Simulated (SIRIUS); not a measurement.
Wanted: the native input for a SIRIUS 7.10.0 run.

```yaml
Task: single point
Functional: LDA
Potentials_or_basis: PseudoDojo 0.4.1 PBE standard (scalar relativistic)
Cutoff: 1307 eV
Density_cutoff: 5227 eV
k_mesh: 7 × 7 × 7
Occupations: fermi-dirac, width 0.05 eV
Spin: collinear spin, ferromagnetic start
Starting_moments: "[4.0, 0.0] μB"
Hubbard_terms: Mn d U = 8 eV
Libxc_names: "[\"XC_LDA_X\", \"XC_LDA_C_PW\"]"
Energy_tol: 1e-08 Ha
Density_tol: 1e-06
Mixer: anderson
Mixing_beta: 0.5
Max_scf: 100
Radial_cutoff_for_the_potentials'_integrals: 6.5 bohr
Form_of_the_Hubbard_term: simplified (Dudarev)
Hubbard_projectors: orthogonalised atomic orbitals
Start_of_the_occupations: the program's own
```

Crystal: MnO.

```
Mn O
1.0
     0.00000    2.22391    2.22391
     2.22391    0.00000    2.22391
     2.22391    2.22391    0.00000
Mn O
1 1
Direct
  0.00000 0.00000 0.00000
  0.50000 0.50000 0.50000
```

The cell is a database's computed one.

These files were run (other wordings do the same):

sirius.json

```json
{
  "control": {
    "processing_unit": "cpu",
    "verbosity": 2,
    "num_bands_to_print": 18,
    "print_forces": true,
    "print_stress": true
  },
  "parameters": {
    "electronic_structure_method": "pseudopotential",
    "xc_functionals": ["XC_LDA_X", "XC_LDA_C_PW"],
    "gk_cutoff": 9.8,
    "pw_cutoff": 19.6,
    "ngridk": [7, 7, 7],
    "shiftk": [0, 0, 0],
    "smearing": "fermi_dirac",
    "smearing_width": 0.0018374661,
    "num_bands": 18,
    "num_mag_dims": 1,
    "num_dft_iter": 100,
    "energy_tol": 1e-08,
    "density_tol": 1e-06,
    "hubbard_correction": true
  },
  "iterative_solver": {
    "type": "davidson",
    "min_tolerance": 1e-09,
    "tolerance_scale": [0.1, 0.25]
  },
  "mixer": {
    "type": "anderson",
    "beta": 0.5,
    "max_history": 8
  },
  "settings": {
    "tol_ne": 1e-10,
    "pseudo_grid_cutoff": 6.5,
    "smooth_initial_mag": true
  },
  "unit_cell": {
    "lattice_vectors": [
      [0.0, 0.707106781187, 0.707106781187],
      [0.707106781187, 0.0, 0.707106781187],
      [0.707106781187, 0.707106781187, 0.0]
    ],
    "lattice_vectors_scale": 5.9433406616,
    "atom_coordinate_units": "lattice",
    "atom_types": ["Mn", "O"],
    "atom_files": {
      "O": "O.json",
      "Mn": "Mn.json"
    },
    "atoms": {
      "Mn": [
        [0.0, 0.0, 0.0, 0.0, 0.0, 4.0]
      ],
      "O": [
        [0.5, 0.5, 0.5, 0.0, 0.0, 0.0]
      ]
    }
  },
  "hubbard": {
    "simplified": true,
    "hubbard_subspace_method": "full_orthogonalization",
    "local": [
      {
        "atom_type": "Mn",
        "n": 3,
        "l": 2,
        "U": 0.29399458,
        "J": 0.0,
        "total_initial_occupancy": 5
      }
    ]
  }
}
```

Potentials or basis: PseudoDojo 0.4.1 PBE standard (scalar relativistic).

The run is started by

```bash
$ upf_to_json O.upf
$ upf_to_json Mn.upf
$ # the labels of the atomic orbitals (3D, 4S, ...) are then added to the .json files where the converter dropped them
$ OMP_NUM_THREADS=1 sirius.scf --input=sirius.json --output=out.json --task=0
```

It gave:

- Pressure: 1.6 GPa
- Net moment: 5.00 μB per cell
- Absolute moment: 5.00 μB per cell

Caveat: the potentials were made for another functional, which shifts forces and pressure; a cell with one magnetic atom can't hold antiferromagnetic order, which such compounds often take.

Wall time 54 s on 1 thread of Arm Neoverse V1, with other jobs on the host, peak memory 0.33 GiB.
